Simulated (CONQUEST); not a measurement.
## GaSb under changes of volume

One of the cells (28.625 Å³/atom); the others are scaled copies at fixed shape and fractional positions:

```xyz
4
Lattice="4.3261 0.0000 0.0000 0.0000 4.3261 0.0000 0.0000 0.0000 6.1180" Properties=species:S:1:pos:R:3 pbc="T T T"
Sb    0.0000    2.1630    1.5295
Sb    2.1630    0.0000    4.5885
Ga    0.0000    0.0000    0.0000
Ga    2.1630    2.1630    3.0590
```

| Quantity | Value |
| --- | --- |
| Program | CONQUEST 1.3 |
| Functional | PBEsol |
| Potentials or basis | PseudoDojo NC PBEsol, DZP, grid of 48 × 48 × 60 points |
| k mesh | 6 × 6 × 5 |
| Occupations | fermi-dirac, width 0.05 eV |
| Spin | no spin polarisation |

```tsv
volume (Å³/atom)	energy over the lowest point (meV/atom)	pressure (GPa)	gap on the mesh (eV)
26.907	20.08	4.0	0.48
27.480	8.64	2.5	0.31
28.052	2.20	1.2	0.15
28.625	0.00	0.1	none
29.197	1.39	-0.9	none
29.770	6.05	-1.8	none
30.342	?	?	?
```

Q: What does the run at 30.342 Å³/atom give?

A: Energy over the lowest point 14.25 meV/atom; pressure -2.7 GPa; gap on the mesh none.

Worked out: A Birch-Murnaghan fit of order 3 (a polynomial in V^(-2/3)) to the other rows has its minimum at 28.67 Å³/atom with B0 = V·E''(V) = 51 GPa and B' = 6.5. It gives 13.36 meV/atom at 30.342 Å³/atom, against the run's 14.25, and -dE/dV = -2.4 GPa, against -2.7.

Energies are extrapolated to zero smearing.

Caveats: the basis of atomic orbitals isn't converged, which shifts pressures, moduli and gaps; the real-space grid breaks the cell's symmetry a little; spin-orbit coupling is left out, which moves the levels of the heavy elements (some runs); an odd mesh through Γ misses points on the zone boundary, where band edges often lie (some runs).

A gap of «none» marks a metal or a gap under the smearing width.
